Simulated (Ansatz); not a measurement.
# BN, space group R3m: a G0W0 quasiparticle calculation

Computed with the Python package of Ansatz (0.2.0).

The script reads `bn.cif`:
```cif
data_BN
_cell_length_a 3.669300
_cell_length_b 3.669300
_cell_length_c 3.669300
_cell_angle_alpha 39.87199
_cell_angle_beta 39.87199
_cell_angle_gamma 39.87199
_symmetry_space_group_name_H-M 'P 1'
_symmetry_Int_Tables_number 1
loop_
_symmetry_equiv_pos_as_xyz
'x, y, z'
loop_
_atom_site_label
_atom_site_type_symbol
_atom_site_fract_x
_atom_site_fract_y
_atom_site_fract_z
B1 B    0.999671    0.999671    0.999671
N2 N    0.332762    0.332762    0.332762
```

`run_gw.py`:
```python
import ansatz as az
from ase.io import read

atoms = read("bn.cif")
xtal = az.Crystal.from_ase(atoms)

calculation = (
    xtal.calculation()
    .functional(az.Functional.PBESOL)
    .kpoints(6, 6, 6)
    .occupations("fixed")
    .gw(empty_bands=60, screening_cutoff=120, quasiparticle_bands=("v2", "c2"))
)
events = []
out = calculation.session().plan().execute(on_event=events.append, runs_dir="gw_run")
gw = next(e["data"] for e in events if e["event"] == "gw_qp")
top = gw["frontier_bands"]["highest_filled_band"]
print(" k band    E_KS   Sigma_x  Sigma_c     Vxc      Z    E_QP (eV)")
for qp in gw["qp"]:
    print(f"{qp['ik']:2d} {qp['band']:4d} {qp['eps_ks_ev']:7.3f} {qp['sigma_x_ev']:9.3f} {qp['sigma_c_at_ks_ev']:8.3f} {qp['vxc_ev']:8.3f} {qp['z']:6.3f} {qp['e_qp_ev']:8.3f}")
for key, label in (("eps_ks_ev", "Kohn-Sham"), ("e_qp_ev", "G0W0")):
    filled = max(qp[key] for qp in gw["qp"] if qp["band"] <= top)
    empty = min(qp[key] for qp in gw["qp"] if qp["band"] > top)
    print(f"{label} gap on the mesh: {empty - filled:.3f} eV")
print("static dielectric eigenvalues (RPA, this mesh):", [round(e, 3) for e in gw["screening"][0]["eps_tensor_eigenvalues"]])
```

`python run_gw.py` gives:
```text
DeckWarning: basis.ecutwfc = 420 eV, auto-derived from the records' recommended cutoffs: set by B (normal level)
 k band    E_KS   Sigma_x  Sigma_c     Vxc      Z    E_QP (eV)
 0    3   3.222   -23.639    3.303  -19.121  0.807    2.247
 0    4   3.222   -23.639    3.303  -19.121  0.807    2.247
 0    5   9.455    -4.836   -3.854   -9.222  0.850    9.907
 0    6  16.144    -8.141   -4.894  -15.215  0.825   17.926
 1    3   1.233   -23.457    3.654  -18.326  0.798    0.063
 1    4   2.332   -23.456    3.455  -18.700  0.804    1.293
 1    5  10.482    -4.868   -3.937   -9.416  0.848   10.999
 1    6  15.789    -7.345   -5.698  -14.964  0.793   17.291
 2    3   0.973   -23.434    3.755  -18.240  0.798   -0.166
 2    4   2.503   -19.603    2.801  -15.542  0.796    1.506
 2    5  11.738    -6.915   -4.535  -12.764  0.820   12.809
 2    6  13.313    -5.675   -4.747  -11.566  0.827   14.254
 3    3   0.418   -23.477    3.891  -18.094  0.795   -0.759
 3    4   3.880   -20.165    2.557  -16.545  0.800    3.035
 3    5   9.705    -6.476   -4.331  -11.987  0.827   10.676
 3    6  14.345    -7.876   -4.871  -14.221  0.823   15.549
 4    3   1.263   -23.510    3.657  -18.380  0.798    0.096
 4    4   2.314   -23.438    3.456  -18.676  0.804    1.272
 4    5  10.839    -5.173   -3.985   -9.842  0.845   11.415
 4    6  15.585    -7.643   -5.443  -14.995  0.803   17.108
 5    3   0.615   -23.157    3.746  -17.905  0.797   -0.574
 5    4   1.694   -19.303    2.984  -14.926  0.794    0.595
 5    5  12.191    -6.793   -4.383  -12.379  0.823   13.176
 5    6  14.101    -5.571   -5.161  -12.041  0.814   15.154
 6    3  -0.754   -23.370    4.084  -17.607  0.789   -2.067
 6    4   3.547   -19.584    2.510  -15.955  0.801    2.655
 6    5  10.211    -7.184   -4.382  -12.866  0.820   11.271
 6    6  15.844    -5.937   -4.977  -12.185  0.823   16.879
 7    3  -0.758   -23.363    4.083  -17.600  0.789   -2.071
 7    4   3.919   -20.211    2.518  -16.655  0.800    3.093
 7    5  10.141    -6.575   -4.494  -12.338  0.822   11.178
 7    6  14.826    -5.046   -4.606  -10.638  0.830   15.639
 8    3   0.625   -23.173    3.746  -17.924  0.797   -0.563
 8    4   2.177   -19.822    2.929  -15.598  0.794    1.156
 8    5  11.981    -4.560   -4.111   -9.348  0.845   12.551
 8    6  13.161    -7.116   -5.246  -14.027  0.802   14.483
 9    3   0.928   -23.393    3.761  -18.183  0.798   -0.219
 9    4   1.978   -19.059    2.857  -14.834  0.797    0.896
 9    5  11.142    -7.217   -4.376  -12.898  0.820   12.205
 9    6  14.069    -6.852   -4.836  -13.041  0.824   15.179
10    3  -0.823   -23.295    4.089  -17.511  0.789   -2.148
10    4   3.267   -19.324    2.549  -15.590  0.801    2.323
10    5   9.570    -6.880   -4.155  -12.184  0.826   10.515
10    6  16.063    -6.933   -5.083  -13.505  0.812   17.268
11    3  -2.620   -23.938    4.572  -17.285  0.780   -4.217
11    4   4.483   -20.461    2.445  -17.042  0.801    3.705
11    5   9.124    -6.192   -4.353  -11.689  0.826   10.064
11    6  16.624    -3.940   -4.672   -9.555  0.838   17.405
12    3   0.362   -23.427    3.898  -18.023  0.795   -0.825
12    4   3.296   -19.547    2.623  -15.724  0.800    2.340
12    5   8.671    -6.292   -3.983  -11.261  0.834    9.490
12    6  14.340    -8.101   -4.838  -14.448  0.825   15.578
13    3   3.217   -23.637    3.305  -19.116  0.807    2.242
13    4   3.217   -23.637    3.305  -19.116  0.807    2.242
13    5  10.606    -5.563   -4.007  -10.294  0.842   11.213
13    6  16.126    -8.132   -4.890  -15.197  0.825   17.905
14    3   1.228   -23.511    3.667  -18.362  0.798    0.054
14    4   2.334   -23.460    3.455  -18.703  0.804    1.295
14    5  12.014    -6.146   -4.196  -11.295  0.833   12.804
14    6  15.758    -8.131   -5.118  -15.202  0.816   17.335
15    3   0.968   -23.430    3.756  -18.234  0.798   -0.172
15    4   1.739   -18.792    2.891  -14.487  0.796    0.620
15    5  11.813    -8.011   -4.538  -14.046  0.812   13.019
15    6  14.615    -7.681   -4.946  -14.168  0.822   15.868
16    3   0.404   -23.465    3.892  -18.076  0.795   -0.776
16    4   3.688   -19.854    2.558  -16.189  0.800    2.806
16    5   9.585    -6.726   -4.268  -12.181  0.826   10.561
16    6  14.208    -7.636   -4.784  -13.817  0.826   15.355
17    3   0.953   -23.415    3.758  -18.214  0.798   -0.190
17    4   2.636   -19.796    2.792  -15.770  0.796    1.660
17    5  11.657    -6.723   -4.674  -12.765  0.817   12.766
17    6  12.643    -5.233   -4.390  -10.533  0.837   13.402
18    3   1.270   -23.589    3.669  -18.444  0.798    0.102
18    4   2.299   -23.423    3.459  -18.655  0.803    1.253
18    5  12.639    -6.763   -4.360  -12.268  0.825   13.578
18    6  15.577    -8.071   -5.077  -15.049  0.818   17.118
19    3   0.593   -23.027    3.735  -17.782  0.797   -0.601
19    4   0.852   -18.711    3.131  -14.028  0.793   -0.369
19    5  12.465    -8.183   -4.654  -14.412  0.807   13.726
19    6  16.353    -5.828   -5.393  -12.581  0.810   17.445
20    3  -0.786   -23.340    4.087  -17.565  0.789   -2.105
20    4   3.035   -18.896    2.535  -15.134  0.802    2.056
20    5  10.143    -7.740   -4.262  -13.323  0.819   11.219
20    6  16.501    -7.682   -5.129  -14.442  0.815   17.820
21    3  -0.792   -23.324    4.086  -17.551  0.789   -2.112
21    4   3.760   -20.019    2.534  -16.407  0.800    2.902
21    5   9.815    -6.497   -4.359  -12.050  0.825   10.796
21    6  15.066    -5.348   -4.704  -11.124  0.829   15.950
22    3   0.923   -23.389    3.762  -18.176  0.798   -0.225
22    4   1.283   -18.432    2.958  -13.975  0.796    0.099
22    5  11.306    -7.885   -4.396  -13.699  0.815   12.454
22    6  14.680    -8.100   -4.870  -14.570  0.825   15.989
23    3  -0.820   -23.303    4.090  -17.518  0.789   -2.145
23    4   2.909   -18.802    2.555  -14.993  0.802    1.909
23    5   9.807    -7.514   -4.146  -12.892  0.822   10.816
23    6  16.457    -7.761   -5.135  -14.559  0.816   17.801
24    3  -2.620   -23.939    4.572  -17.285  0.777   -4.217
24    4   4.481   -20.451    2.443  -17.033  0.801    3.704
24    5   9.132    -6.217   -4.355  -11.720  0.826   10.076
24    6  16.363    -3.791   -4.587   -9.263  0.838   17.101
25    3   0.376   -23.440    3.896  -18.041  0.795   -0.809
25    4   3.398   -19.562    2.593  -15.794  0.801    2.462
25    5   9.031    -6.552   -4.077  -11.698  0.830    9.915
25    6  14.282    -7.958   -4.821  -14.250  0.826   15.485
26    3   3.209   -23.631    3.307  -19.104  0.807    2.231
26    4   3.209   -23.631    3.307  -19.104  0.807    2.231
26    5  12.993    -6.814   -4.482  -12.469  0.822   13.952
26    6  16.090    -8.113   -4.880  -15.160  0.826   17.863
27    3   1.223   -23.555    3.676  -18.393  0.798    0.046
27    4   2.318   -23.445    3.458  -18.682  0.803    1.276
27    5  13.704    -7.837   -4.761  -14.140  0.807   14.938
27    6  15.544    -8.161   -4.940  -14.977  0.824   17.075
28    3   0.943   -23.408    3.759  -18.202  0.798   -0.201
28    4   1.170   -18.328    2.980  -13.828  0.796   -0.030
28    5  11.711    -8.311   -4.526  -14.381  0.810   12.952
28    6  14.777    -8.207   -4.852  -14.667  0.825   16.094
29    3   1.244   -23.584    3.675  -18.427  0.798    0.070
29    4   2.300   -23.427    3.460  -18.658  0.803    1.255
29    5  13.911    -8.102   -4.893  -14.655  0.802   15.230
29    6  15.531    -8.207   -4.910  -14.991  0.825   17.062
30    3   0.459   -18.324    3.190  -13.514  0.792   -0.813
30    4   0.589   -23.104    3.745  -17.845  0.797   -0.607
30    5  12.589    -8.500   -4.743  -14.914  0.803   13.920
30    6  16.750    -7.925   -4.905  -14.707  0.825   18.285
31    3   3.204   -23.628    3.308  -19.100  0.807    2.225
31    4   3.204   -23.628    3.308  -19.100  0.807    2.225
31    5  14.457    -7.611   -4.934  -14.146  0.802   15.729
31    6  16.072    -8.104   -4.876  -15.142  0.826   17.841
Kohn-Sham gap on the mesh: 4.188 eV
G0W0 gap on the mesh: 5.785 eV
static dielectric eigenvalues (RPA, this mesh): [2.484, 4.625, 4.625]
```
(Warnings from the package without file and line.)

Reading the output:
- Absolute energies stand on the zero of these potentials, so only differences at equal settings mean something. A total without «per atom» is that of the whole cell that was run.
- The k-point mesh is coarse, and energy and stress weren't tested for convergence.
- The structure comes from a database of computed cells and needn't be a stable or known phase.
- Mesh, empty bands and screening cutoff are small, so the quasiparticle gap isn't converged, and it is read on the mesh points alone. Spin-orbit coupling is left out, which matters for heavy elements.
- Wall time of the script: 66 s on 1 thread of Arm Neoverse V2, on a shared host, peak memory 0.47 GiB.
